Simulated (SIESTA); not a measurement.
Crystal: Nb.

```
CELL_PARAMETERS angstrom
-1.66395 1.66395 1.66395
1.66395 -1.66395 1.66395
1.66395 1.66395 -1.66395
ATOMIC_POSITIONS crystal
Nb 0.00000 0.00000 0.00000
```

Program: SIESTA 5.4.2. Alike in all runs: no spin polarisation; cell as given; k mesh 11 × 11 × 11; smearing fermi-dirac 0.05 eV; grid cutoff 800 Ry; energy shift 0.003 Ry.

Problem. Order these runs on this cell by their pressure, lowest first.
A. level PBEsol; potentials or basis PseudoDojo 0.4 standard (PBEsol files), DZP (energy shift 0.003 Ry; two zetas on semicore shells)
B. level PBE; potentials or basis PseudoDojo 0.4 standard (PBE files), DZP (energy shift 0.003 Ry; two zetas on semicore shells)
C. level PBEsol; potentials or basis PseudoDojo 0.4 standard (PBEsol files), SZ (energy shift 0.003 Ry)

Solution. C (-9.7 GPa), A (-6.4 GPa), B (-0.7 GPa).

Caveats: the basis of atomic orbitals isn't converged, which shifts pressures, moduli and gaps; the basis has no polarisation orbitals (some runs).
